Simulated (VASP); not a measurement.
The system is CdS.

```xyz
4
Lattice="4.1315 0.0000 0.0000 -2.0657 3.5780 0.0000 0.0000 0.0000 6.7246" Properties=species:S:1:pos:R:3 pbc="T T T"
Cd    0.0000    2.3853    6.7200
Cd    2.0657    1.1927    3.3577
S     0.0000    2.3853    2.5263
S     2.0657    1.1927    5.8886
```

Base run:

* Program: VASP 6.6.1
* Functional: PBEsol
* Potentials or basis: VASP PAW PBE potentials, release 64 (Cd, S)
* Cutoff: 520 eV
* k mesh: 9 × 9 × 4
* Occupations: gaussian, width 0.03 eV
* Spin: no spin polarisation

Its results: band gap on the k mesh 1.08 eV, direct; pressure 0.0 GPa.

Problem. The run is repeated on the same cell with these changes: functional from PBEsol to LDA; potentials or basis from VASP PAW PBE potentials, release 64 (Cd, S) to VASP PAW LDA potentials, release 64 (Cd, S). What comes out?

Solution. Band gap on the k mesh 0.96 eV, direct; pressure -2.1 GPa.

Caveats: the PAW data sets were made with another functional, which shifts forces and pressure a little (some runs).
